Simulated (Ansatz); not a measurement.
# AlGa3N4 (P-43m), generalised stacking fault

Method: DFT r2SCAN, scalar-relativistic, plane waves, PAW in Ansatz 0.2.0. Settings: plane waves to 500 eV, k-mesh 5×5×3 (Γ-centred), Gaussian smearing 0.05 eV. No spin polarisation. Energies are free energies at this smearing, counted from the undisturbed cell; pressure is positive in compression.

Zero of the scan (relaxed at this level; it needn't be the usual structure):

```
Al Ga N
1.0
     0.00000   -4.46534    0.00000
     0.00000    0.00000   -4.46534
     8.93069    0.00000    0.00000
Al Ga N
2 6 8
Direct
  0.00000 0.00000 0.81385
  0.00000 0.00000 0.31385
  0.50000 0.00000 0.06385
  0.50000 0.00000 0.56385
  0.00000 0.50000 0.06385
  0.00000 0.50000 0.56385
  0.50000 0.50000 0.81385
  0.50000 0.50000 0.31385
  0.24465 0.75535 0.19153
  0.24465 0.75535 0.69153
  0.75535 0.24465 0.19153
  0.75535 0.24465 0.69153
  0.24465 0.24465 0.93617
  0.24465 0.24465 0.43617
  0.75535 0.75535 0.93617
  0.75535 0.75535 0.43617
```

The cut lies on the cell's a–b face, a (1 0 0) plane (indices in the standard cell, whose axes needn't be the Cartesian ones shown) of area 19.94 Å², between layers 1.14 Å apart. Vector c is tilted by f times 1·a + 1·b (length 6.315 Å) with the atoms' Cartesian places fixed: one unrelaxed fault a cell.

| f | γ (mJ/m²) |
| --- | --- |
| 0.0000 | 0 |
| 0.0833 | 968 |
| 0.1667 | 3547 |
| 0.2500 | 5293 |
| 0.3333 | 3543 |
| 0.4167 | 963 |
| 0.5000 | -6 |

Problem. Predict the gap on the mesh (eV) at each point.

Solution.
```
     f gap on the mesh (eV)
0.0000                  2.82
0.0833                  2.37
0.1667                  1.26
0.2500                  0.26
0.3333                  1.26
0.4167                  2.37
0.5000                  2.81
```

Cost: 7 runs of about 6.9 core-minutes in all, on Intel Xeon Platinum 8259CL (Skylake/Cascade Lake) (shared hosts).